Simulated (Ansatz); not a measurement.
The system is InAs.

```
CELL_PARAMETERS angstrom
4.73122 0.00000 0.00000
-2.36561 4.09736 0.00000
0.00000 0.00000 2.91089
ATOMIC_POSITIONS crystal
In 0.00000 0.00000 0.00000
As 0.66667 0.33333 0.00000
```

The cell was built by a generator and needn't be a form met in nature.

- Program: Ansatz 0.2.0
- Task: relaxation of cell and atoms
- Functional: HSE03
- Potentials or basis: Ansatz PAW
- Cutoff: 420 eV (not typed: the program's choice for these potentials)
- k mesh: 4 × 4 × 5
- Occupations: fermi-dirac, width 0.05 eV
- Spin: no spin polarisation

At the start: volume 28.21 Å³/atom.

Question: Where does the relaxation end?

Answer: It ends after 6 steps and the volume is 28.47 Å³/atom (+0.9 %); space group P-6m2 (No. 187, to 0.05 Å).

Step by step:
| step | energy change (eV) | largest force (eV/Å) | volume (Å³) |
| --- | --- | --- | --- |
| 1 | 0.0000 | 0.0000 | 56.43 |
| 2 | -0.0276 | 0.0000 | 56.78 |
| 3 | -0.0281 | 0.0000 | 57.44 |
| 4 | -0.0287 | 0.0000 | 57.18 |
| 5 | -0.0291 | 0.0000 | 56.94 |
| 6 | -0.0293 | 0.0000 | 56.94 |

Final structure:
```yaml
crystal:
  lattice:
    - [4.81742, 0.00000, 0.00000]
    - [-2.40871, 4.17201, 0.00000]
    - [0.00000, 0.00000, 2.83303]
  atoms:
    - { symbol: In, position: [0.00000, 0.00000, 0.00000] }
    - { symbol: As, position: [0.66667, 0.33333, 0.00000] }
```

Caveat: the k mesh is coarse (spacing up to 0.43 Å⁻¹), so the values aren't converged, least of all with exact exchange; the plane-wave basis is chosen anew once the cell has moved, so the energies of steps on either side of that aren't comparable; the PAW data sets come from PBE, with cores solved anew for the run's functional, which leaves a small shift of forces and pressure.
